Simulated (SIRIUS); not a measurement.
# W in SIRIUS: the effect of functional

Crystal: W.

```
W
1.0
    -1.58234    1.58234    1.58234
     1.58234   -1.58234    1.58234
     1.58234    1.58234   -1.58234
W
1
Direct
  0.00000 0.00000 0.00000
```

Alike in all runs:

- Program: SIRIUS 7.12.0
- Task: equation of state
- Potentials or basis: all-electron FP-LAPW
- Cutoff: 185 eV
- Basis: apw+lo standard
- k mesh: 12 × 12 × 12
- Occupations: fermi-dirac, width 0.05 eV
- Spin: no spin polarisation

```tsv
functional	V0 of scaled cells (Å³/atom)	B0 (GPa)
LDA	15.39	326
PBEsol	15.69	315
WC	15.78	313
AM05	15.61	318
PW91	?	?
revPBE	16.30	293
RPBE	16.35	291
BLYP	16.68	271
```

Task: What does the run with functional PW91 give?

Result: V0 of scaled cells 16.15 Å³/atom; B0 297 GPa.

Runs at the PBE level aren't shown here.
